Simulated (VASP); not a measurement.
The system is S.

```
S
1.0
     1.63850    0.94599    0.86133
    -1.63850    0.94599    0.86133
     0.00000   -1.89198    0.86133
S
1
Direct
  0.00000 0.00000 0.00000
```

This isn't the form of S at room conditions, which is orthorhombic, of S8 rings.

| Item | Value |
| --- | --- |
| Program | VASP 6.6.1 |
| Task | relaxation of cell and atoms |
| Functional | PBE |
| Potentials or basis | VASP PAW PBE potentials, release 64 (S) |
| Cutoff | 520 eV |
| k mesh | 22 × 22 × 22 |
| Occupations | gaussian, width 0.1 eV |
| Spin | no spin polarisation |

At the start: pressure 214.1 GPa; volume 8.01 Å³/atom.

Q: Where does the relaxation end?

A: Over 15 steps the energy falls by 3272.3 meV/atom and the volume is 16.83 Å³/atom (+110.1 %); space group R-3m (No. 166, to 0.05 Å).

The path:
```csv
step,energy change (eV),largest force (eV/Å),pressure (GPa),volume (Å³)
1,0.0000,0.0000,214.14,8.01
2,-2.1192,0.0000,-15.51,27.94
3,-3.0626,0.0000,-1.01,16.04
4,-3.0634,0.0000,0.04,15.84
5,-3.1704,0.0000,0.44,16.03
6,-3.2532,0.0000,2.61,16.16
7,-3.2626,0.0000,3.86,16.15
8,-3.2615,0.0000,4.64,16.10
9,-3.2540,0.0000,-4.78,17.84
10,-3.2711,0.0000,0.18,16.83
11,-3.2711,0.0000,0.25,16.82
12,-3.2718,0.0000,0.20,16.82
13,-3.2722,0.0000,0.14,16.83
14,-3.2721,0.0000,0.02,16.83
15,-3.2723,0.0000,0.09,16.83
```

Final structure:
```
S
1.0
     1.87550    1.08282    1.38124
    -1.87550    1.08282    1.38124
     0.00000   -2.16565    1.38124
S
1
Direct
  0.00000 0.00000 0.00000
```

Caveat: the volume moved by over 15 % at a fixed basis, so the end points are rough; the volume moved by +110 % from the deposited cell, more than functionals usually miss.
